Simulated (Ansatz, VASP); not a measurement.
## Tl: VASP beside Ansatz

INCAR

```
PREC = Accurate ; ENCUT = 600
EDIFF = 1E-6 ; ISMEAR = -1
SIGMA = 0.1 ; LREAL = F
LASPH = T ; NELM = 100
ALGO = Normal ; ISIF = 3
LWAVE = F ; LCHARG = F
GGA = CA ; IBRION = 2
NSW = 80 ; EDIFFG = -0.01
```

File KPOINTS:

```
regular mesh
0
Gamma
  10 10 10
```

Contents of POSCAR:

```
Tl
1.0
    3.1168762379      0.0000000000      0.0000000000
    0.0000000000      3.1168762379      0.0000000000
    0.0000000000      0.0000000000      3.1168762379
Tl
1
Direct
    0.0000000000      0.0000000000      0.0000000000
```

Input for Ansatz:

```yaml
crystal:
  lattice:
    - [3.1168762379, 0.0, 0.0]
    - [0.0, 3.1168762379, 0.0]
    - [0.0, 0.0, 3.1168762379]
  atoms:
    - { symbol: Tl, position: [0.0, 0.0, 0.0] }
hamiltonian:
  xc: lda
  pseudopotentials:
    kind: paw
    azcp:
      Tl: "pseudopotentials/Tl.paw.azcp"
basis:
  ecutwfc: 420
  fft_grid_basis: typed
kpoints:
  mp_grid: { grid: [10, 10, 10], shift: [0, 0, 0] }
magnetization:
  spin_polarized: false
scf:
  occupations: { method: fermi_dirac, width: 0.1 }
relax:
  max_steps: 60
  f_tol: 0.01
  cell: {}
output:
  write_density: true
  write_potential: true
  elf: true
  volumetric_format: npy
```

The cell was built by a generator and needn't be a form met in nature.

Alike in both runs: task relaxation of cell and atoms; functional LDA; k mesh 10 × 10 × 10; occupations fermi-dirac, width 0.1 eV; no spin polarisation.

|  | VASP | Ansatz |
| --- | --- | --- |
| version | VASP 6.6.1 | Ansatz 0.2.0 |
| potentials or method | VASP PAW LDA potentials, release 64 (Tl_d) | plane waves (420 eV) with PAW, scalar-relativistic |
| plane-wave cutoff (eV) | 600 | 420 |
| valence electrons in the cell | 13 | 13 |

|  | VASP | Ansatz | Ansatz less VASP |
| --- | --- | --- | --- |
| relaxed volume (Å³/atom) | 29.43 | 29.34 | -0.095 |
| relaxed cell length with the largest relative difference (Å) | 3.088 | 3.084 | -0.0033 |
| energy change over the relaxation (meV/atom) | -3 | -3 | -0.6 |

Ansatz warned: «pseudo_functional_mismatch».

The runs have no spin-orbit coupling, so splittings on Tl are missing.
